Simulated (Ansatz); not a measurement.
# Ideal shear of a crystal plane in ZnS

Theory: DFT PBE, scalar-relativistic, plane waves, PAW (Ansatz). Cutoff 420 eV, Γ-centred 8×8×2 k-points, Gaussian smearing of 0.05 eV. No spin polarisation. Energies are free energies at this smearing, counted from the undisturbed cell; pressure is positive in compression.

Zero of the scan (relaxed at this level):

```
Zn S
1.0
    -3.84672    0.00000    0.00000
    -1.92336   -3.33136    0.00000
     0.00000    0.00000   12.59023
Zn S
4 4
Cartesian
  0.0000 0.0000 8.2623
  0.0000 0.0000 1.9672
  -1.9234 -1.1105 11.4096
  -3.8467 -2.2209 5.1145
  0.0000 0.0000 10.6197
  0.0000 0.0000 4.3246
  -1.9234 -1.1105 1.1814
  -3.8467 -2.2209 7.4765
```

The cut lies on the cell's a–b face, a (0 0 1) plane (indices in the standard cell, whose axes needn't be the Cartesian ones shown) of area 12.81 Å², between layers 2.36 Å apart. Vector c is tilted by f times 1·a + 1·b (length 6.663 Å) with the atoms' Cartesian places fixed: one unrelaxed fault a cell. The traction is dγ/du, the slope of γ against the slip u in Å.

| f | γ (mJ/m²) | traction (GPa) |
| --- | --- | --- |
| 0.0000 | 0 | 0.0 |
| 0.0833 | 116 | 4.1 |
| 0.1667 | 437 | 6.8 |
| 0.2500 | 773 | 4.4 |
| 0.3333 | 886 | 0.0 |
| 0.4167 | 858 | -0.2 |
| 0.5000 | 922 | 2.7 |
| 0.5833 | 1131 | 4.2 |
| 0.6667 | 1282 | 0.0 |
| 0.7500 | 1055 | -7.8 |
| 0.8333 | 539 | -9.4 |
| 0.9167 | 129 | -4.9 |

**Question.** Read off the first barrier and the stress needed to climb it, and compare with Frenkel's sinusoid.

**Answer.** The first sampled maximum lies at f = 0.333, a slip of 2.22 Å, with γ ≈ 886 mJ/m², which stands in for the unstable fault energy γ_us, and the steepest sampled slope before it is 6.8 GPa. A sinusoid γ = γ_us sin²(πu/λ) with its maximum there has λ = 4.44 Å and a largest slope πγ_us/λ = 6.3 GPa (1 mJ/m² per Å = 0.01 GPa). The stand-in is too high: a rotation axis of order three or more passes through this point, so the curvature is the same in every direction of the plane and the point is a peak of the γ-surface, which slip goes round.

**Question.** Is there a metastable fault on this line?

**Answer.** The samples dip to a local minimum of 858 mJ/m² at f = 0.417. It lies off the rotation axes, between two maxima that lie on them, so it is most likely the pass between two peaks of the γ-surface: a saddle for slip across the line, a better estimate of γ_us, and no metastable fault.

The cut is rigid; relaxing the faces lowers these energies and usually the stresses.